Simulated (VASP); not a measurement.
# PbSe (Fm-3m) in VASP: settings compared, part 2 of 2

VASP 6.6.1. The steps go on from the part before.

**4. Band structure, r2SCAN**

Contents of INCAR:

```
PREC = Accurate ; ENCUT = 520
EDIFF = 1E-6 ; ISMEAR = 0
SIGMA = 0.03 ; LREAL = F
LASPH = T ; NELM = 80
ALGO = Normal ; ISIF = 2
LWAVE = F ; LCHARG = F
METAGGA = R2SCAN ; LMIXTAU = T
NBANDS = 17
```

Contents of KPOINTS:

```
regular mesh
0
Gamma
  8 8 8
```

Contents of POSCAR:

```
PbSe                                    
1.0
    0.0000000000      3.0519897477      3.0519897477
    3.0519897477      0.0000000000      3.0519897477
    3.0519897477      3.0519897477      0.0000000000
  Se              Pb            
     1     1
Direct
     0.5000000000000000    0.5000000000000000    0.5000000000000000
     0.0000000000000000    0.0000000000000000    0.0000000000000000
```

KPOINTS_OPT is that of step 3.

Started as:

```console
cat potpaw_PBE.64/Se/POTCAR potpaw_PBE.64/Pb_d/POTCAR > POTCAR
mpirun -np 1 vasp_std > vasp.out
```

It took 4.2 min on 1 thread of Intel Xeon Platinum 8175M at 2.50GHz (Skylake/Cascade Lake), shared host; peak memory 0.2 GiB.

The run converged. Its results:

* Free energy: -71.9260 eV
* Pressure: 2.0 GPa
* Band gap on the k mesh: 0.55 eV, direct
* Band gap along the path: 0.55 eV, direct

Levels at the corners of the path, in eV from the valence-band top:
| point | band 8 | band 9 | band 10 | band 11 | band 12 | band 13 |
| --- | --- | --- | --- | --- | --- | --- |
| Γ | -2.09 | -2.09 | -2.09 | 5.04 | 5.04 | 5.04 |
| X | -5.24 | -3.46 | -3.46 | 3.97 | 6.02 | 6.02 |
| X | -5.24 | -3.46 | -3.46 | 3.97 | 6.02 | 6.02 |
| W | -4.47 | -4.47 | -0.91 | 2.14 | 5.30 | 5.30 |
| W | -4.47 | -4.47 | -0.91 | 2.14 | 5.30 | 5.30 |
| K | -4.83 | -2.94 | -2.52 | 3.69 | 4.29 | 5.83 |
| K | -4.83 | -2.94 | -2.52 | 3.69 | 4.29 | 5.83 |
| Γ | -2.09 | -2.09 | -2.09 | 5.04 | 5.04 | 5.04 |
| Γ | -2.09 | -2.09 | -2.09 | 5.04 | 5.04 | 5.04 |
| L | -1.66 | -1.66 | 0.00 | 0.55 | 1.88 | 1.88 |
| L | -1.66 | -1.66 | 0.00 | 0.55 | 1.88 | 1.88 |
| U | -4.83 | -2.94 | -2.52 | 3.69 | 4.29 | 5.83 |
| U | -4.83 | -2.94 | -2.52 | 3.69 | 4.29 | 5.83 |
| W | -4.47 | -4.47 | -0.91 | 2.14 | 5.30 | 5.30 |
| W | -4.47 | -4.47 | -0.91 | 2.14 | 5.30 | 5.30 |
| L | -1.66 | -1.66 | 0.00 | 0.55 | 1.88 | 1.88 |
| L | -1.66 | -1.66 | 0.00 | 0.55 | 1.88 | 1.88 |
| K | -4.83 | -2.94 | -2.52 | 3.69 | 4.29 | 5.83 |
| U | -4.83 | -2.94 | -2.52 | 3.69 | 4.29 | 5.83 |
| X | -5.24 | -3.46 | -3.46 | 3.97 | 6.02 | 6.02 |

Caveat: the PAW data sets were made with another functional, which shifts forces and pressure a little; spin-orbit coupling is left out, which as a rule narrows the gap of such compounds by several tenths of an eV.

**5. Band structure, TB-mBJ**

POSCAR is that of step 4.

Contents of INCAR.step1:

```
PREC = Accurate ; ENCUT = 520
EDIFF = 1E-5 ; ISMEAR = 0
SIGMA = 0.03 ; LREAL = F
LASPH = T ; NELM = 80
ALGO = Normal ; ISIF = 2
LWAVE = T ; LCHARG = F
NBANDS = 17 ; GGA = PE
```

Contents of INCAR.step2:

```
PREC = Accurate ; ENCUT = 520
EDIFF = 1E-6 ; ISMEAR = 0
SIGMA = 0.03 ; LREAL = F
LASPH = T ; NELM = 80
ALGO = Normal ; ISIF = 2
LWAVE = F ; LCHARG = F
METAGGA = MBJ ; NBANDS = 17
ISTART = 1
```

KPOINTS is that of step 4.

KPOINTS_OPT is that of step 4.

Started as:

```console
cat potpaw_PBE.64/Se/POTCAR potpaw_PBE.64/Pb_d/POTCAR > POTCAR
cp INCAR.step1 INCAR
mpirun -np 1 vasp_std > vasp.out
cp INCAR.step2 INCAR
mpirun -np 1 vasp_std > vasp.out
```

It took 2.3 min on 1 thread of Intel Xeon Platinum 8175M at 2.50GHz (Skylake/Cascade Lake), shared host; peak memory 0.2 GiB.

The run converged. Its results:

| Quantity | Value |
| --- | --- |
| Band gap on the k mesh | 0.83 eV, direct |
| Band gap along the path | 0.83 eV, direct |

Levels at the corners of the path, in eV from the valence-band top:
```tsv
point	band 6	band 7	band 8	band 9	band 10	band 11	band 12	band 13	band 14	band 15
Γ	-13.63	-5.96	-2.10	-2.10	-2.10	5.10	5.10	5.10	6.71	6.71
X	-12.24	-7.12	-4.96	-3.35	-3.35	4.14	5.97	5.97	6.45	11.03
X	-12.24	-7.12	-4.96	-3.35	-3.35	4.14	5.97	5.97	6.45	11.03
W	-12.22	-7.80	-4.25	-4.25	-0.97	2.26	5.28	5.28	8.10	8.10
W	-12.22	-7.80	-4.25	-4.25	-0.97	2.26	5.28	5.28	8.10	8.10
K	-12.25	-7.83	-4.57	-2.85	-2.39	3.72	4.24	5.78	6.25	10.18
K	-12.25	-7.83	-4.57	-2.85	-2.39	3.72	4.24	5.78	6.25	10.18
Γ	-13.63	-5.96	-2.10	-2.10	-2.10	5.10	5.10	5.10	6.71	6.71
Γ	-13.63	-5.96	-2.10	-2.10	-2.10	5.10	5.10	5.10	6.71	6.71
L	-12.60	-8.63	-1.71	-1.71	0.00	0.83	1.97	1.97	9.32	10.04
L	-12.60	-8.63	-1.71	-1.71	0.00	0.83	1.97	1.97	9.32	10.04
U	-12.25	-7.83	-4.57	-2.85	-2.39	3.72	4.24	5.78	6.25	10.18
U	-12.25	-7.83	-4.57	-2.85	-2.39	3.72	4.24	5.78	6.25	10.18
W	-12.22	-7.80	-4.25	-4.25	-0.97	2.26	5.28	5.28	8.10	8.10
W	-12.22	-7.80	-4.25	-4.25	-0.97	2.26	5.28	5.28	8.10	8.10
L	-12.60	-8.63	-1.71	-1.71	0.00	0.83	1.97	1.97	9.32	10.04
L	-12.60	-8.63	-1.71	-1.71	0.00	0.83	1.97	1.97	9.32	10.04
K	-12.25	-7.83	-4.57	-2.85	-2.39	3.72	4.24	5.78	6.25	10.18
U	-12.25	-7.83	-4.57	-2.85	-2.39	3.72	4.24	5.78	6.25	10.18
X	-12.24	-7.12	-4.96	-3.35	-3.35	4.14	5.97	5.97	6.45	11.03
```

Caveat: the PAW data sets were made with another functional, which shifts forces and pressure a little; spin-orbit coupling is left out, which as a rule narrows the gap of such compounds by several tenths of an eV.

**6. Band structure, TB-mBJ, spin-orbit coupling, no magnetisation**

POSCAR is that of step 5.

Changes to INCAR.step1 since step 5:

```diff
@@ -6,2 +6,5 @@
 LWAVE = T ; LCHARG = F
-NBANDS = 17 ; GGA = PE
+LNONCOLLINEAR = T ; MAGMOM = 0 0 0 0 0 0
+LORBIT = 11 ; LSORBIT = T
+GGA_COMPAT = F ; NBANDS = 34
+GGA = PE
```

Changes to INCAR.step2 since step 5:

```diff
@@ -6,3 +6,5 @@
 LWAVE = F ; LCHARG = F
-METAGGA = MBJ ; NBANDS = 17
-ISTART = 1
+LNONCOLLINEAR = T ; MAGMOM = 0 0 0 0 0 0
+LORBIT = 11 ; LSORBIT = T
+GGA_COMPAT = F ; METAGGA = MBJ
+NBANDS = 34 ; ISTART = 1
```

Contents of KPOINTS:

```
regular mesh
0
Gamma
  6 6 6
```

KPOINTS_OPT is that of step 5.

Potentials or basis: VASP PAW PBE potentials, release 64 (Se, Pb_d).

Started as:

```console
cat potpaw_PBE.64/Se/POTCAR potpaw_PBE.64/Pb_d/POTCAR > POTCAR
cp INCAR.step1 INCAR
mpirun -np 1 vasp_ncl > vasp.out
cp INCAR.step2 INCAR
mpirun -np 1 vasp_ncl > vasp.out
```

It took 9.4 min on 1 thread of Intel Xeon Platinum 8175M at 2.50GHz (Skylake/Cascade Lake), shared host; peak memory 0.37 GiB.

Results (log left out):

* Valence electrons inside the program's atomic spheres: Se 4.12; Pb 11.72

Caveat: the PAW data sets were made with another functional, which shifts forces and pressure a little.

**7. Overview**

| level | spin | k mesh | gap on the mesh (eV) | pressure (GPa) |
| --- | --- | --- | --- | --- |
| PBEsol | off | 8 × 8 × 8 | 0.17 | -0.1 |
| PBEsol | SOC, no magnetisation | 6 × 6 × 6 | - | -0.6 |
| r2SCAN | off | 8 × 8 × 8 | 0.55 | 2.0 |
| TB-mBJ | off | 8 × 8 × 8 | 0.83 | - |
| TB-mBJ | SOC, no magnetisation | 6 × 6 × 6 | - | - |

Alike in all rows: task band structure; potentials or basis VASP PAW PBE potentials, release 64 (Se, Pb_d); cell as given; cutoff (eV) 520; smearing gaussian 0.03 eV.

On the cell as given the gap runs from 0.17 eV (PBEsol) to 0.83 eV (TB-mBJ). The pressure there spans -0.6 GPa (PBEsol) to 2.0 GPa (r2SCAN); a positive pressure means that this level wants a larger cell, a negative one a smaller.

Caveats: the PAW data sets were made with another functional, which shifts forces and pressure a little; spin-orbit coupling is left out, which as a rule narrows the gap of such compounds by several tenths of an eV (some runs).

Total energies depend on the potentials used, so only differences within one code and one set of settings carry meaning.

**8. Against experiment**

Step 2. A measured gap of PbSe is 0.15 eV (direct; 4.2 K; a printed reference work, monograph); the calculated 0.17 eV misses it by +0.02 eV. 2 values of this kind are on record (0.15 to 0.28 eV); this one was drawn at random. Spin-orbit coupling on Pb, Se is left out. The value is that of PBEsol, without temperature or zero-point motion. The cell is a database's relaxed one, not the measured one, which moves gaps too.

Step 4. Measured gap of PbSe: 0.15 eV (direct; 4.2 K; a printed reference work, monograph). This calculation gives 0.55 eV (+0.40 eV). 2 values of this kind are on record (0.15 to 0.28 eV); this one was drawn at random. Spin-orbit coupling on Pb, Se is left out. The value is that of r2SCAN, without temperature or zero-point motion. The cell is a database's relaxed one, not the measured one, which moves gaps too.

Step 5. Measured gap of PbSe: 0.28 eV (direct; 300 K; a printed reference work, monograph). This calculation gives 0.83 eV (+0.55 eV). 2 values of this kind are on record (0.15 to 0.28 eV); this one was drawn at random. Spin-orbit coupling on Pb, Se is left out. The value is that of TB-mBJ, without temperature or zero-point motion. The cell is a database's relaxed one, not the measured one, which moves gaps too.
